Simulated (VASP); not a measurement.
# Mn (P6_3/mmc) in VASP: reference runs

Reference runs on Mn: the cell as given and a disturbed copy.

All numbers are computed with VASP 6.6.1; they aren't measurements. Logs are shortened: lines on timing, memory, paths and dates and some standing lists are left out, and cuts for length are marked.

## (1) The structure

Symmetry: P6_3/mmc, No. 194, hexagonal system. The conventional cell has a = 2.484 Å, b = 2.484 Å, c = 4.026 Å, α = 90.00°, β = 90.00°, γ = 120.00°. Mn (site symmetry -6m2) is surrounded by 12 Mn at 2.47 to 2.48 Å.

This isn't the form of Mn at room conditions, which is a 58-atom cubic cell.

## (2) Single point, PBE, collinear spin, ferromagnetic start

Contents of INCAR:

```
  PREC = Accurate
  ENCUT = 520
  EDIFF = 1E-7
  ISMEAR = -1
  SIGMA = 0.05
  LREAL = False
  LASPH = True
  NELM = 150
  ALGO = Normal
  ISIF = 2
  LWAVE = False
  LCHARG = True
  ISPIN = 2
  MAGMOM = 4 4
  LORBIT = 11
  LMAXMIX = 4
  GGA = PE
  LELF = True
  LVHAR = True
  NBANDS = 24
```

Contents of KPOINTS:

```
regular mesh
0
Gamma
  12 12 7
```

Contents of POSCAR:

```
Mn
1.0
    2.4836457705      0.0000000000      0.0000000000
   -1.2418228853      2.1509003313      0.0000000000
    0.0000000000      0.0000000000      4.0261950000
Mn
2
Direct
    0.3333333333      0.6666666667      0.2500000000
    0.6666666667      0.3333333333      0.7500000000
```

Potentials or basis: VASP PAW PBE potentials, release 64 (Mn_pv).

Command:

```console
$ cat potpaw_PBE.64/Mn_pv/POTCAR > POTCAR
$ mpirun -np 1 vasp_std > vasp.out
```

OUTCAR:

```text
PREC = Accurate
   ENCUT = 520
   EDIFF = 1E-7
   ISMEAR = -1
   LREAL = False
   LASPH = True
   NELM = 150
   ISIF = 2
   ISPIN = 2
   LORBIT = 11
   GGA = PE

 ion  position               nearest neighbor table
   1  0.333  0.667  0.250-   2 2.47   2 2.47   2 2.47   2 2.47   2 2.47   2 2.47
   2  0.667  0.333  0.750-   1 2.47   1 2.47   1 2.47   1 2.47   1 2.47   1 2.47

  LATTYP: Found a hexagonal cell.
 ALAT       =     2.4836457705
 C/A-ratio  =     1.6210826229

  Lattice vectors:

 A1 = (   2.4836457705,   0.0000000000,   0.0000000000)
 A2 = (  -1.2418228853,   2.1509003313,   0.0000000000)
 A3 = (   0.0000000000,   0.0000000000,   4.0261950000)

Analysis of symmetry for initial positions (statically):
=====================================================================
 Subroutine PRICEL returns:
 Original cell was already a primitive cell.

 Routine SETGRP: Setting up the symmetry group for a
 hexagonal supercell.

 Subroutine GETGRP returns: Found 24 space group operations
 (whereof 12 operations were pure point group operations)
 out of a pool of 24 trial point group operations.

The static configuration has the point symmetry D_3d.
 The point group associated with its full space group is D_6h.

Analysis of symmetry for dynamics (positions and initial velocities):
=====================================================================
 Subroutine PRICEL returns:
 Original cell was already a primitive cell.

 Routine SETGRP: Setting up the symmetry group for a
 hexagonal supercell.

 Subroutine GETGRP returns: Found 24 space group operations
 (whereof 12 operations were pure point group operations)
 out of a pool of 24 trial point group operations.

The dynamic configuration has the point symmetry D_3d.
 The point group associated with its full space group is D_6h.

Analysis of structural, dynamic, and magnetic symmetry:
=====================================================================
 Subroutine PRICEL returns:
 Original cell was already a primitive cell.

 Routine SETGRP: Setting up the symmetry group for a
 hexagonal supercell.

 Subroutine GETGRP returns: Found 24 space group operations
 (whereof 12 operations were pure point group operations)
 out of a pool of 24 trial point group operations.

The overall configuration has the point symmetry D_3d.
 The point group associated with its full space group is D_6h.

 Subroutine INISYM returns: Found 24 space group operations
[... 143 lines left out ...]
     AMIX_MAG =   1.60;   BMIX_MAG =  1.00
  volume/ion in A,a.u.               =      10.75        72.57
  Fermi-wavevector in a.u.,A,eV,Ry     =   1.743938  3.295565 41.379665  3.041320
  Thomas-Fermi vector in A             =   2.815914
   LORBIT       =     11    0 simple, 1 ext, 2 COOP (PROOUT), +10 PAW based schemes
   GGA     = PE    functional components
   LHFCALC =     F    Hartree Fock is set to
   AEXX    =    0.0000 exact exchange contribution
   IVDW    =     0    specifies the selected vdW correction
   LEPSILON=     F    determine dielectric tensor
   LRPA    =     F    only Hartree local field effects (RPA)
 spin polarized calculation
  energy-cutoff  :      520.00
  volume of cell :       21.51
 maximum number of plane-waves:       590
   NGX =  9   NGY =  9   NGZ = 15

 number of electron      26.0000029 magnetization      -0.0000445

 number of electron      26.0000029 magnetization       0.0000465

 Free energy of the ion-electron system (eV)
  ---------------------------------------------------
  ext. energy  EPLUGINS =         0.00000000
  ---------------------------------------------------
  free energy    TOTEN  =       -17.89866401 eV

  energy without entropy =      -17.87642606  energy(sigma->0) =      -17.88754503

 E-fermi :  10.3474     XC(G=0): -14.0155

 val. band max:       10.3440872679   @ k =   0.4167   0.1667   0.2857
 cond. band min:      10.3523390459   @ k =   0.2500   0.0000   0.4286
 fundamental gap:      0.0082517781
 Fermi energy:        10.3473529378

 spin component 1

 k-point     1 :       0.0000    0.0000    0.0000
  band No.  band energies     occupation
      1     -37.9171      1.00000
      2     -37.2584      1.00000
      3     -37.2584      1.00000
      4     -37.1551      1.00000
      5     -37.1551      1.00000
      6     -37.1477      1.00000
[... 1069 lines left out ...]
     23      35.0716      0.00000
     24      35.1454      0.00000

 [... further k-points ...]

 spin component 2

 k-point     1 :       0.0000    0.0000    0.0000
  band No.  band energies     occupation
      1     -37.9171      1.00000
      2     -37.2584      1.00000
      3     -37.2584      1.00000
      4     -37.1551      1.00000
      5     -37.1551      1.00000
      6     -37.1477      1.00000
[... 1069 lines left out ...]
     23      35.0716      0.00000
     24      35.1454      0.00000

 [... further k-points ...]

------------------------ aborting loop because EDIFF is reached ----------------------------------------

  FORCE on cell =-STRESS in cart. coord.  units (eV):
  Direction    XX          YY          ZZ          XY          YZ          ZX
  --------------------------------------------------------------------------------------
  -------------------------------------------------------------------------------------
  Total       -0.1499497     -0.1499497     -0.2048338      0.0000000      0.0000000      0.0000000
  in kB      -11.1699519    -11.1699519    -15.2583469      0.0000000      0.0000000      0.0000000
  external PRESSURE =     -12.5327502 kB  Pullay stress =       0.0000000 kB

 VOLUME and BASIS-vectors are now :
 -----------------------------------------------------------------------------
  energy-cutoff  :      520.00
  volume of cell :       21.51
      direct lattice vectors                 reciprocal lattice vectors
     2.483645770  0.000000000  0.000000000     0.402633907  0.232460795  0.000000000
    -1.241822885  2.150900331  0.000000000     0.000000000  0.464921589  0.000000000
     0.000000000  0.000000000  4.026195000     0.000000000  0.000000000  0.248373464

 POSITION                                       TOTAL-FORCE (eV/Angst)
 -----------------------------------------------------------------------------------
     -0.00000      1.43393      1.00655         0.000000     -0.000000      0.000000
      1.24182      0.71697      3.01965        -0.000000      0.000000      0.000000
 -----------------------------------------------------------------------------------
    total drift:                               -0.000000      0.000000     -0.000000

  FREE ENERGIE OF THE ION-ELECTRON SYSTEM (eV)
  ---------------------------------------------------
  free  energy   TOTEN  =       -17.8986640061 eV

  energy  without entropy=      -17.8764260604  energy(sigma->0) =      -17.88754503

 total charge

# of ion       s       p       d       tot
------------------------------------------
    1        0.427   6.400   5.156  11.983
    2        0.427   6.400   5.156  11.983
--------------------------------------------------
tot          0.853  12.801  10.312  23.966

 magnetization (x)

# of ion       s       p       d       tot
------------------------------------------
    1        0.000   0.000   0.000   0.000
    2        0.000   0.000   0.000   0.000
--------------------------------------------------
tot          0.000   0.000   0.000   0.000
```

stdout:

```text
POSCAR found type information on POSCAR Mn
 POSCAR found :  1 types and       2 ions
 scaLAPACK will be used
 LDA part: xc-table for (Slater+PW92), standard interpolation
 POSCAR, INCAR and KPOINTS ok, starting setup
 FFT: planning ... GRIDC
 FFT: planning ... GRID_SOFT
 FFT: planning ... GRID
 WAVECAR not read
 entering main loop
```

Wall time 51 s (1 thread of Intel Xeon Platinum 8488C (Sapphire Rapids), shared host); peak memory 0.17 GiB.

Results:

- Free energy: -17.8987 eV
- Pressure: -1.3 GPa
- Band gap on the k mesh: none (metal or under the smearing width)
- Net moment: 0.00 μB per cell
- Valence electrons inside the program's atomic spheres: Mn 11.98

Caveat: the starting moments collapsed, and a magnetic state may lie lower.

## (3) Single point, PBE, collinear spin, ferromagnetic start (atoms moved at random, drawn with an rms of 0.05 Å)

Contents of INCAR:

```
SYSTEM = Mn
PREC = Accurate ; ENCUT = 520
EDIFF = 1E-7 ; ISMEAR = -1
SIGMA = 0.05 ; LREAL = .False.
LASPH = .True. ; NELM = 150
ALGO = Normal ; ISIF = 2
LWAVE = .False. ; LCHARG = .False.
ISPIN = 2 ; MAGMOM = 4 4
LORBIT = 11 ; LMAXMIX = 4
GGA = PE ; NBANDS = 24
```

Contents of KPOINTS:

```
Automatic mesh
0
Gamma
  12 12 7
  0 0 0
```

Contents of POSCAR:

```
Mn
1.0
    2.4836457705      0.0000000000      0.0000000000
   -1.2418228853      2.1509003313      0.0000000000
    0.0000000000      0.0000000000      4.0261950000
Mn
2
Direct
    0.3406050000      0.6765870000      0.2463550000
    0.7231940000      0.3678500000      0.7501900000
```

Potentials or basis: VASP PAW PBE potentials, release 64 (Mn_pv).

Command:

```console
$ cat potpaw_PBE.64/Mn_pv/POTCAR > POTCAR
$ mpirun -np 1 vasp_std > vasp.out
```

Wall time 5 min (1 thread of Intel Xeon Platinum 8488C (Sapphire Rapids), shared host); peak memory 0.41 GiB.

Results (log left out):

| Property | Result |
| --- | --- |
| Free energy | -17.8874 eV |
| Pressure | -1.0 GPa |
| Largest force | 0.209 eV/Å |
| Band gap on the k mesh | none (metal or under the smearing width) |
| Net moment | 0.00 μB per cell |
| Valence electrons inside the program's atomic spheres | Mn 11.98 |

Forces on the atoms (eV/Å):
```
Mn   0.178  0.103  0.035
Mn  -0.178 -0.103 -0.035
```

Stress tensor (GPa, compression positive):
```
 0.24  1.33  0.23
 1.33 -1.28  0.13
 0.23  0.13 -1.98
```

Levels at points of the mesh, in eV from the Fermi level:
Spin up:
```
           k point  band 9  band 10  band 11  band 12  band 13  band 14  band 15  band 16  band 17  band 18
(0.00, 0.00, 0.00)   -1.05    -0.98    -0.88    -0.55    -0.35    -0.13     0.28     0.72     1.37     1.81
(0.50, 0.00, 0.00)   -3.43    -1.49    -1.32    -1.09    -0.49     1.77     1.90     2.08     3.90     5.32
(0.00, 0.50, 0.00)   -3.78    -1.25    -1.15    -0.73    -0.42     1.85     1.93     2.00     3.43     5.86
(0.50, 0.50, 0.00)   -3.78    -1.25    -1.15    -0.73    -0.42     1.85     1.93     2.00     3.42     5.86
```
Spin down:
```csv
k point,band 10,band 11,band 12,band 13,band 14,band 15,band 16,band 17
"(0.00, 0.00, 0.00)",-0.98,-0.88,-0.55,-0.35,-0.13,0.28,0.72,1.37
"(0.50, 0.00, 0.00)",-1.49,-1.32,-1.09,-0.49,1.77,1.90,2.08,3.90
"(0.00, 0.50, 0.00)",-1.25,-1.15,-0.73,-0.42,1.85,1.93,2.00,3.43
"(0.50, 0.50, 0.00)",-1.25,-1.15,-0.73,-0.42,1.85,1.93,2.00,3.42
```

Caveat: the starting moments collapsed, and a magnetic state may lie lower.
